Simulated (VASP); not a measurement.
# ZnSe (Stilleite): relaxation of the atoms with LDA

ZnSe (Stilleite):

```xyz
2
Lattice="0.0000 2.7696 2.7696 2.7696 0.0000 2.7696 2.7696 2.7696 0.0000" Properties=species:S:1:pos:R:3 pbc="T T T"
Zn    0.0000    0.0000    0.0000
Se    1.3848    1.3848    1.3848
```

The cell isn't the ideal one: a relaxed cell with its volume scaled by 0.98.

```yaml
Program: VASP 6.6.1
Task: relaxation of the atoms
Functional: LDA
Potentials_or_basis: VASP PAW LDA potentials, release 64 (Zn, Se)
Cutoff: 600 eV
k_mesh: 8 × 8 × 8
Occupations: gaussian, width 0.03 eV
Spin: no spin polarisation
Further_INCAR_settings: ALGO = Normal; EDIFF = 1e-07; IBRION = 2; EDIFFG = -0.01; NSW = 40
```

| Property | Result |
| --- | --- |
| Pressure after relaxing | 1.5 GPa |
| Band gap on the k mesh | 1.36 eV, direct |

Final structure:
```
CELL_PARAMETERS angstrom
0.00000 2.76956 2.76956
2.76956 0.00000 2.76956
2.76956 2.76956 0.00000
ATOMIC_POSITIONS crystal
Zn 0.00000 0.00000 0.00000
Se 0.25000 0.25000 0.25000
```

Levels at points of the mesh, in eV from the valence-band top:
```
           k point  band 6  band 7  band 8  band 9  band 10  band 11  band 12  band 13
(0.00, 0.00, 0.00)   -6.53    0.00    0.00    0.00     1.36     5.68     5.68     5.68
(0.50, 0.00, 0.00)   -6.34   -5.75   -0.98   -0.98     2.49     6.27     6.27     8.52
(0.50, 0.50, 0.00)   -6.32   -5.14   -2.46   -2.46     2.65     3.31    11.05    11.57
```

It took 14 s on 1 thread of Intel(R) Xeon(R) Platinum 8559C (Emerald Rapids), with other jobs on the host, peak memory 0.16 GiB.

Caveat: the relaxation stopped at its first step, so nothing moved.
